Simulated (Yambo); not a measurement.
# C (Fd-3m) in Yambo: a series of runs, part 2 of 2

Yambo 5.3.0. Earlier steps stand in the parts before.

### 3 Optical spectrum, PBE

optics3.in reads:

```
optics
chi
Chimod= "HARTREE"
% BndsRnXd
 1 | 19 |
%
NGsBlkXd= 2 Ry
% LongDrXd
 0 | 0 | 1 |
%
% QpntsRXd
 1 | 1 |
%
% EnRngeXd
 0 | 30 | eV
%
% DmRngeXd
 0.2 | 0.2 | eV
%
ETStpsXd= 150
XfnQPdb= "E < g0w00/ndb.QP"
```

scf.in reads:

```
&CONTROL
  calculation = 'scf'
  prefix = 'pwscf'
  outdir = './tmp'
  pseudo_dir = './pseudo'
/
&SYSTEM
  ibrav = 0
  nat = 2
  ntyp = 1
  ecutwfc = 82
  nbnd = 9
  occupations = 'smearing'
  smearing = 'fd'
  degauss = 0.00367493
  force_symmorphic = .true.
/
&ELECTRONS
  conv_thr = 4d-10
  electron_maxstep = 120
  mixing_beta = 0.5
/
ATOMIC_SPECIES
C     12.0110 C.upf
CELL_PARAMETERS angstrom
   0.0000000000    1.7833700000    1.7833700000
   1.7833700000    0.0000000000    1.7833700000
   1.7833700000    1.7833700000    0.0000000000
ATOMIC_POSITIONS crystal
C      0.7500000000    0.7500000000    0.7500000000
C      0.5000000000    0.5000000000    0.5000000000
K_POINTS automatic
12 12 12 0 0 0
```

nscf.in reads:

```
&CONTROL
  calculation = 'nscf'
  prefix = 'pwscf'
  outdir = './tmp'
  pseudo_dir = './pseudo'
/
&SYSTEM
  ibrav = 0
  nat = 2
  ntyp = 1
  ecutwfc = 82
  nbnd = 84
  occupations = 'fixed'
  force_symmorphic = .true.
/
&ELECTRONS
  conv_thr = 1d-08
  diago_full_acc = .true.
  diago_thr_init = 1d-06
/
ATOMIC_SPECIES
C     12.0110 C.upf
CELL_PARAMETERS angstrom
   0.0000000000    1.7833700000    1.7833700000
   1.7833700000    0.0000000000    1.7833700000
   1.7833700000    1.7833700000    0.0000000000
ATOMIC_POSITIONS crystal
C      0.7500000000    0.7500000000    0.7500000000
C      0.5000000000    0.5000000000    0.5000000000
K_POINTS automatic
4 4 4 0 0 0
```

Potentials or basis: PseudoDojo 0.4.1 SR PBE standard.

Run with:

```console
> OMP_NUM_THREADS=1 pw.x -in scf.in > scf.out
> OMP_NUM_THREADS=1 pw.x -in nscf.in > nscf.out
> cd tmp/pwscf.save; p2y; mv SAVE ../..; cd ../..
> OMP_NUM_THREADS=1 yambo
> OMP_NUM_THREADS=1 yambo -F optics3.in -J optics3 -C optics3_out
```

Yambo's report:

```text
[... sections 02.01 to 02.04 as in the set-up run ...]

  [02.05] Energies & Occupations
  ==============================

  [X] === General ===
  [X] Electronic Temperature                        :  0.000000  0.000000 [eV K]
  [X] Bosonic    Temperature                        :  0.000000  0.000000 [eV K]
  [X] Finite Temperature mode                       : no
  [X] El. density                                   :  0.70524E+24 [cm-3]
  [X] Fermi Level                                   :  13.35883 [eV]

  [X] === Gaps and Widths ===
  [X] Conduction Band Min                           :  4.489292 [eV]
  [X] Valence Band Max                              :  0.000000 [eV]
  [X] Filled Bands                                  :   4
  [X] Empty Bands                                   :    5   84
  [X] Direct Gap                                    :  5.624412 [eV]
  [X] Direct Gap localized at k                     :  1
  [X] Indirect Gap                                  :  4.489292 [eV]
  [X] Indirect Gap between kpts                     :   1   4
  [X] Last valence band width                       :  8.333143 [eV]
  [X] 1st conduction band width                     :  6.192901 [eV]

 [03] Transferred momenta grid and indexing
 ==========================================

 IBZ Q-points                                      :   8
 BZ  Q-points                                      :   64

 K/Q-points units:
 rlu = crystal or reduced units; cc = cartesian coordinates; iku = interal k-units

 Q [1]          [rlu]:  0.000000  0.000000  0.000000
 Q [2]          [rlu]:  0.24465E-17  0.24465E-17  0.25000
 Q [3]          [rlu]:  0.84430E-16  0.84430E-16 -0.50000
 Q [4]          [rlu]:  0.13042E-18  0.25000      0.25000
 Q [5]          [rlu]:  0.19352E-16  0.25000      0.50000
 Q [6]          [rlu]:  0.84430E-16  0.25000     -0.25000
 Q [7]          [rlu]: -0.26084E-18 -0.50000     -0.50000
 Q [8]          [rlu]:  0.250000 -0.500000 -0.250000

 [WARNING] [Xd] User bands 1-19 break level degeneracy

 [04] External/Internal QP corrections
 =====================================

 E<g0w00/ndb.QP[ PPA@E  27.21138 * XG 51 * Xb 1-84 * Scb 1-84]

 [dE_from_DB-Nearest K] Exact matches       :  100.0000 [o/o]

  [04.01] FIT on E < g0w00/ndb.QP
  ===============================

  = FIT report for E<g0w00/ndb.QP[ PPA@E  27.21138 * XG 51 * Xb 1-84 * Scb 1-84] =
  = First column (conduction), Second column (valence) =

   Gap correction (database)     :  1.263741 [eV]
               (FIT, actual)     :  0.303628 [eV]
   Energies 0th order            :  1.051276 -0.516093 [eV]
   Energies 1st order            :  0.990696  1.071174
                            Error:  0.003504  0.001434

  [QP_apply] Action to be applied: E<g0w00/ndb.QP[ PPA@E  27.21138 * XG 51 * Xb 1-84 * Scb 1-84]

  [05.01]  QP corrections report
  ==============================

  [X+QP] === General ===
  [X+QP] Electronic Temperature                     :  0.000000  0.000000 [eV K]
  [X+QP] Bosonic    Temperature                     :  0.000000  0.000000 [eV K]
  [X+QP] Finite Temperature mode                    : no
  [X+QP] El. density                                :  0.70524E+24 [cm-3]
  [X+QP] Fermi Level                                : -0.517539 [eV]

  [X+QP] === Gaps and Widths ===
  [X+QP] Conduction Band Min                        :  5.753033 [eV]
  [X+QP] Valence Band Max                           :  0.000000 [eV]
  [X+QP] Filled Bands                               :   4
  [X+QP] Empty Bands                                :    5   84
  [X+QP] Direct Gap                                 :  7.227946 [eV]
  [X+QP] Direct Gap localized at k                  :  1
  [X+QP] Indirect Gap                               :  5.753033 [eV]
  [X+QP] Indirect Gap between kpts                  :   1   4
  [X+QP] Last valence band width                    :  8.871150 [eV]
  [X+QP] 1st conduction band width                  :  6.392457 [eV]

  [coarse-grid] Minimum Bare Gap        [ev]:  4.489292
  [coarse-grid] Minimum Gap Correction  [ev]:  1.263741

  Eqp @ K [1]
   -23.0171    -0.993616E-3 -0.451545E-3   0.00000      7.22795      7.22797      7.22822      14.6720
  Eqp @ K [2]
  -21.18071  -7.11054  -1.84946  -1.84956   9.53229   9.53193   9.59005  16.19800
  Eqp @ K [3]
  -16.82986 -14.21345  -3.00465  -3.00330  10.19109  10.19053  10.12988  17.24797
  Eqp @ K [4]
  -20.57111  -4.98030  -4.39289  -4.39256   5.75303  11.54301  13.52561  13.52555
  Eqp @ K [5]
  -16.56758 -11.58911  -7.26807  -5.22094   7.36759  12.98348  14.77763  15.07587
  Eqp @ K [6]
  -18.23281  -9.42291  -8.14718  -3.22340   9.39115  11.90390  14.07292  15.53682
  Eqp @ K [7]
  -13.68436 -13.70027  -6.74261  -6.74258   5.86868   5.86813  18.86331  18.85203
  Eqp @ K [8]
  -12.83755 -12.91734  -8.87117  -8.87115  12.14549  12.14564  14.07962  14.08043

 [06] Dipoles
 ============

  [06.01] Setup: observables and procedures
  =========================================

  [WF-Oscillators/G space/Transverse up loader] Normalization (few states)  min/max  :  0.44709E-16   1.0000

  [WR./optics3//ndb.dipoles]------------------------------------------------------
   Brillouin Zone Q/K grids (IBZ/BZ)                :    8   64    8   64
   RL vectors                                       :  1363 [WF]
   Fragmentation                                    : yes
   Electronic Temperature                           :  0.000000 [K]
   Bosonic    Temperature                           :  0.000000 [K]
   DIP band range                                   :   1  19
   DIP band range limits                            :   4   5
   DIP e/h energy range                             : -1.000000 -1.000000 [eV]
   RL vectors in the sum                            :  1363
   [r,Vnl] included                                 : yes
   Bands ordered                                    : yes
   Direct v evaluation                              : no
   Approach used                                    : G-space v
   Dipoles computed                                 : R V P [G-space]
   Wavefunctions                                    : Perdew, Burke & Ernzerhof(X)+Perdew, Burke & Ernzerhof(C)

  [WARNING] [r,Vnl^pseudo] included in position and velocity dipoles.

  [WARNING] In case H contains other non local terms, these are neglected

 [07] Optics
 ===========

 [X-CG] R(p) Tot o/o(of R):    351   3840    100
```

Wall time 13 s (1 thread of Arm Neoverse V2, shared host); peak memory 0.23 GiB.

What came out:

* Band gap on the k mesh, mean-field level: 4.49 eV, indirect (least direct gap 5.62 eV)
* Electronic dielectric constant along the field: 6.36
* Electronic dielectric constant along the field, independent particles: 6.50

Dielectric function (along the field direction of the input):
```
energy (eV)  real part  imaginary part
       0.40       6.37            0.09
       0.81       6.39            0.09
       1.21       6.43            0.10
       1.81       6.51            0.10
       2.21       6.58            0.11
       2.82       6.74            0.12
       3.22       6.87            0.13
       3.83       7.12            0.15
       4.23       7.33            0.17
       4.83       7.76            0.21
       5.23       8.15            0.26
       5.84       9.01            0.42
       6.24       9.98            0.70
       6.85      13.31            3.02
       7.25       7.41           13.69
       7.85       5.06            1.63
       8.26       7.17            0.94
       8.86       9.64            0.92
       9.26      11.66            1.30
       9.87      17.34            5.49
      10.27       7.01           11.47
      10.87      15.97            5.26
      11.28      23.40           20.75
      11.88       7.78            8.93
      12.28      23.87           17.52
      12.89     -21.67           25.21
      13.29     -21.28           16.40
      13.89     -11.40            2.95
      14.30      -7.01            2.19
      14.90      -5.23            2.77
      15.30      -4.93            2.55
      15.91      -3.21            5.07
      16.31      -4.53            1.75
      16.91      -3.21            0.98
      17.32      -1.91            0.77
      17.92      -0.98            1.97
      18.32      -1.51            2.00
      18.93      -1.77            0.92
      19.33      -0.75            0.60
      19.93       0.77            2.13
```

Energy-loss function:
```tsv
energy (eV)	loss
0.0	0.002
1.2	0.002
2.6	0.003
3.8	0.003
5.2	0.004
6.4	0.009
7.9	0.058
9.1	0.009
10.5	0.055
11.7	0.074
13.1	0.030
14.3	0.041
15.7	0.210
16.9	0.087
18.3	0.319
19.5	1.294
20.9	0.607
22.1	0.290
23.6	0.395
24.8	0.512
26.2	0.250
27.4	0.274
28.8	0.939
30.0	2.856
```

Caveat: the k mesh is coarse (spacing up to 0.76 Å⁻¹), so the values aren't converged; this k mesh misses the band edges, so its gaps are larger than the crystal's; the quasiparticle levels are read from an earlier G0W0 run on the same states, whose input isn't shown; spectra need much finer meshes, so this one isn't converged; these spectra lack excitons.

### 4 Optical spectrum by the Bethe-Salpeter equation, PBE

bse4.in reads:

```
optics
bse
bss
rim_cut
em1s
RandQpts= 1000000
RandGvec= 50 RL
Chimod= "HARTREE"
% BndsRnXs
 1 | 44 |
%
NGsBlkXs= 5 Ry
% LongDrXs
 1 | 1 | 1 |
%
BSKmod= "SEX"
BSEmod= "retarded"
BSSmod= "d"
% BSEQptR
 1 | 1 |
%
% BSEBands
 3 | 6 |
%
BSENGexx= 10 Ry
BSENGBlk= 5 Ry
% BEnRange
 0 | 15 | eV
%
% BDmRange
 0.05 | 0.05 | eV
%
BEnSteps= 200
% BLongDir
 1 | 1 | 1 |
%
BSEprop= "abs"
WRbsWF
KfnQPdb= "E < g0w00/ndb.QP"
```

scf.in is that of step 3.

nscf.in is that of step 3.

Potentials or basis: PseudoDojo 0.4.1 SR PBE standard.

Run with:

```console
> OMP_NUM_THREADS=1 pw.x -in scf.in > scf.out
> OMP_NUM_THREADS=1 pw.x -in nscf.in > nscf.out
> cd tmp/pwscf.save; p2y; mv SAVE ../..; cd ../..
> OMP_NUM_THREADS=1 yambo
> mkdir -p bse4; ln -s $PWD/g0w00/ndb.RIM bse4/
> OMP_NUM_THREADS=1 yambo -F bse4.in -J bse4 -C bse4_out
> OMP_NUM_THREADS=1 ypp -J bse4 -C bse4_out -e s -b 1
```

Yambo's report:

```text
[... sections 02.01 to 02.04 as in the set-up run ...]

  [02.05] Energies & Occupations
  ==============================

  [X] === General ===
  [X] Electronic Temperature                        :  0.000000  0.000000 [eV K]
  [X] Bosonic    Temperature                        :  0.000000  0.000000 [eV K]
  [X] Finite Temperature mode                       : no
  [X] El. density                                   :  0.70524E+24 [cm-3]
  [X] Fermi Level                                   :  13.35883 [eV]

  [X] === Gaps and Widths ===
  [X] Conduction Band Min                           :  4.489292 [eV]
  [X] Valence Band Max                              :  0.000000 [eV]
  [X] Filled Bands                                  :   4
  [X] Empty Bands                                   :    5   84
  [X] Direct Gap                                    :  5.624412 [eV]
  [X] Direct Gap localized at k                     :  1
  [X] Indirect Gap                                  :  4.489292 [eV]
  [X] Indirect Gap between kpts                     :   1   4
  [X] Last valence band width                       :  8.333143 [eV]
  [X] 1st conduction band width                     :  6.192901 [eV]

 [03] Transferred momenta grid and indexing
 ==========================================

 [BZ sampling] Q-grid is User defined and/or read from the database

 IBZ Q-points                                      :   8
 BZ  Q-points                                      :   64

 K/Q-points units:
 rlu = crystal or reduced units; cc = cartesian coordinates; iku = interal k-units

[... 235 lines left out ...]
     [SOC] Perturbative SOC                           : no
     [K] Kernel long-range exchange                   : BAR

    [08.01.05.03] Wave-Function Phases
    ==================================

    [BSE] WF phases found       :  44.01042 [o/o]

   [08.01.06] BSE solver(s) @q1
   ============================

   [08.01.07] Diago Solver @q1
   ===========================

   [WR./bse4//ndb.BS_diago_Q1]-----------------------------------------------------
    BS kernel          energies                      : Perdew, Burke & Ernzerhof(X)+Perdew, Burke & Ernzerhof(C)+ E < g0w00/ndb.QP
    [K] Identifier                                   :   9964
    [K] Dimension                                    :  256
    [K] Bands                                        :   3   6
    [K] Exchange                                     : yes [res]
    [K] Correlation                                  : yes [res]
    [K] Kernel`s coupling                            : no
    [K] Exchange                                     : no [cpl]
    [K] Correlation                                  : no [cpl]
    [K] W interaction is bare                        : no
    [K] ALDA kernel in R-space                       : no
    [K] RL vectors                                   :   59 [exchange]
    [K] RL vectors                                   :  27 [correlation]
    [K] E/h energy range                             : -1.000000 -1.000000 [eV]
    [K] Coupling range                               :  100.0000  100.0000 [o/o]
    [W] Interaction is diagonal                      : no
    [W] Matrix size                                  :  27
    [W] Bands                                        :    1   44
    [W] e/h energy range                             : -1.000000 -1.000000 [eV]
    [W] Poles                                        :  100.0000 [o/o]
    [W] RL vectors in the sum                        :  1363
    [W] [r,Vnl] included                             : yes
    [W] Field direction                              :  0.577350E-5  0.577350E-5  0.577350E-5
    [W] Coulomb Cutoff                               : none
    [W] Hxc Kernel                                   : HARTREE
    [RIM] RL components                              :   51 [col]
    [RIM] Random points                              :  1000000 [col]
    [SOC] Perturbative SOC                           : no
    [K] Kernel long-range exchange                   : BAR
    [BSS] Eigenstates included                       : yes
    [BSS] Field direction                            :  0.577350E-5  0.577350E-5  0.577350E-5
    [BSS] Eigenstates computed                       :  256
    [BSS] Number of BSE matrices                     :  1
```

o-bse4.exc_qpt1_E_sorted:

```text
# [K] Identifier                                  :   9964
# [K] Dimension                                   :  256
# [K] Bands                                       :   3   6
# [K] Exchange                                    : yes [res]
# [K] Correlation                                 : yes [res]
# [K] Kernel`s coupling                           : no
# [K] Exchange                                    : no [cpl]
# [K] Correlation                                 : no [cpl]
[... 28 lines left out ...]
#
     6.66081842        0.240341505E-1      1.00000000
     6.67594374        0.131231203         2.00000000
     6.68630064        0.174327568E-1      3.00000000
     6.72905871        0.606374001E-2      4.00000000
     9.54951939        0.133510275         5.00000000
     9.55029092        0.298924269         6.00000000
[... 35 lines left out ...]
     10.8752560        0.118432166E-7      42.0000000
     10.8759347        0.228505236E-5      43.0000000
[... 215 further lines ...]
```

Wall time 16 s (1 thread of Arm Neoverse V2, shared host); peak memory 0.24 GiB.

What came out:

```
Band gap on the k mesh, mean-field level : 4.49 eV, indirect (least direct gap 5.62 eV)
Lowest exciton energy                    : 6.66 eV
Lowest bright exciton energy             : 6.66 eV
```

Dielectric function (along the field direction of the input):
| energy (eV) | real part | imaginary part |
| --- | --- | --- |
| 0.30 | 5.44 | 0.00 |
| 0.75 | 5.46 | 0.00 |
| 1.28 | 5.51 | 0.01 |
| 1.81 | 5.59 | 0.01 |
| 2.26 | 5.68 | 0.01 |
| 2.79 | 5.82 | 0.02 |
| 3.32 | 6.00 | 0.02 |
| 3.84 | 6.25 | 0.03 |
| 4.30 | 6.52 | 0.03 |
| 4.82 | 6.94 | 0.05 |
| 5.35 | 7.59 | 0.08 |
| 5.80 | 8.53 | 0.14 |
| 6.33 | 11.74 | 0.71 |
| 6.86 | -0.38 | 2.34 |
| 7.39 | 6.47 | 0.26 |
| 7.84 | 8.46 | 0.21 |
| 8.37 | 11.01 | 0.30 |
| 8.89 | 15.85 | 0.75 |
| 9.42 | 44.82 | 13.74 |
| 9.87 | -2.10 | 2.89 |
| 10.40 | 18.72 | 2.88 |
| 10.93 | -16.80 | 10.90 |
| 11.38 | 25.70 | 7.37 |
| 11.91 | -36.11 | 6.51 |
| 12.44 | -12.23 | 1.31 |
| 12.96 | -10.45 | 0.74 |
| 13.42 | -6.58 | 0.30 |
| 13.94 | -3.48 | 0.46 |
| 14.47 | -2.80 | 0.81 |
| 15.00 | -2.52 | 0.38 |

Lowest exciton energies (eV): 6.66, 6.68, 6.69, 6.73, 9.55, 9.55, 9.55, 9.56

Excitons:
| energy (eV) | strength (relative to the strongest) |
| --- | --- |
| 6.661 | 0.024 |
| 6.676 | 0.13 |
| 6.686 | 0.017 |
| 6.729 | 0.0061 |
| 9.550 | 0.13 |
| 9.550 | 0.3 |
| 9.552 | 0.13 |
| 9.559 | 0.0053 |
| 9.559 | 0.0029 |
| 9.562 | 0.0027 |
| 9.595 | 2.9e-09 |
| 9.595 | 6.9e-06 |

Caveat: the k mesh is coarse (spacing up to 0.76 Å⁻¹), so the values aren't converged; this k mesh misses the band edges, so its gaps are larger than the crystal's; the quasiparticle levels are read from an earlier G0W0 run on the same states, whose input isn't shown; exciton energies and binding change strongly with the k mesh and aren't converged on this one; spectra need much finer meshes, so this one isn't converged.
